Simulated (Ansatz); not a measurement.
# BaO: the change of pressure and energy above lowest point with volume per atom

All results are calculated (Ansatz 0.2.0 development build). Equation of state of a cubic crystal from periodic Kohn-Sham density functional theory without spin; pressure corrected for the finite basis.

Cell of the first row (space group Fm-3m, No. 225):
```
cell vectors (Å)
   0.0000     2.7298     2.7298
   2.7298     0.0000     2.7298
   2.7298     2.7298     0.0000
atoms (fractions of the cell vectors)
Ba  0.00000  0.00000  0.00000
O   0.50000  0.50000  0.50000
```

Settings of every row: formula BaO; structure type rock salt; functional PBE; spin treatment none; k mesh 17x17x17; occupation method fermi-dirac; occupation width 0.061225619 eV; wave cutoff 420 eV; datasets soft-1 PAW; density cutoff ratio 4.

Limits: no spin-orbit coupling, which can matter with elements this heavy.

| row | volume per atom (Å³) | pressure (GPa) | energy above lowest point (meV/atom) |
| --- | --- | --- | --- |
| 1 | 20.341 | 4.951 | 19.08 |
| 2 | 20.774 | 3.125 | 8.22 |
| 3 | 21.206 | ? | ? |
| 4 | 21.639 | 0.031 | 0 |
| 5 | 22.072 | -1.276 | 1.71 |
| 6 | 22.505 | -2.446 | 6.78 |
| 7 | 22.938 | -3.493 | 14.82 |

Question: what pressure and energy above lowest point should row 3 give?

Worked fit of pressure. Take u = (V_r/V)^(2/3) − 1 with V_r = 21.855 Å³ an atom, which is twice the finite (Eulerian) strain; such expansions in the strain, on which the Birch-Murnaghan equation of state is built, carry the rest volume and the bulk modulus. The shown rows have u = 0.04902, 0.0344, 0.00664, -0.00657, -0.01935, -0.03173. Least squares give pressure = −0.6387 + 98.977 × u + 293.3 × u² + 281.6 × u³ GPa; a parabola predicts inner rows, each left out in turn, worse (root mean square 0.0057 against 0.00093 GPa). The rows lie off it by 0.000, 0.000, -0.001, 0.000, 0.000, 0.000. The pressure vanishes at u = 0.0063, or V = 21.65 Å³ an atom, and there the bulk modulus at fixed shape and fractions is B = −V dP/dV = (2/3)(1 + u) dP/du = 68.9 GPa. The withheld row has u = 0.0203, so the fit gives −0.6387 + 98.977 × (0.0203) + 293.3 × (0.0203)² + 281.6 × (0.0203)³ = 1.494 GPa.

The calculation gave 1.492 GPa. The fit lies 0.002 GPa (0.024 % of the column's range) above it; its largest miss of a shown row is 0.001 GPa.

Worked fit of energy above lowest point. Take u = (V_r/V)^(2/3) − 1 with V_r = 21.855 Å³ an atom, which is twice the finite (Eulerian) strain; such expansions in the strain, on which the Birch-Murnaghan equation of state is built, carry the rest volume and the bulk modulus. The shown rows have u = 0.04902, 0.0344, 0.00664, -0.00657, -0.01935, -0.03173. Least squares give energy above lowest point = 0.414 − 130.57 × u + 10289.2 × u² + 2914 × u³ meV/atom; a parabola predicts inner rows, each left out in turn, worse (root mean square 0.058 against 0.011 meV/atom). The rows lie off it by 0.00, 0.00, 0.00, -0.01, 0.01, 0.00. Its lowest point lies at u = 0.0063, or V = 21.65 Å³ an atom, and the curvature there gives the bulk modulus at fixed shape and fractions, B = (4/9)(1 + u)² E″(u)/V = 68.9 GPa. The withheld row has u = 0.0203, so the fit gives 0.414 − 130.57 × (0.0203) + 10289.2 × (0.0203)² + 2914 × (0.0203)³ = 2.03 meV/atom.

The calculation gave 2.02 meV/atom. The fit lies 0.01 meV/atom (0.052 % of the column's range) above it, one unit of the last digit.
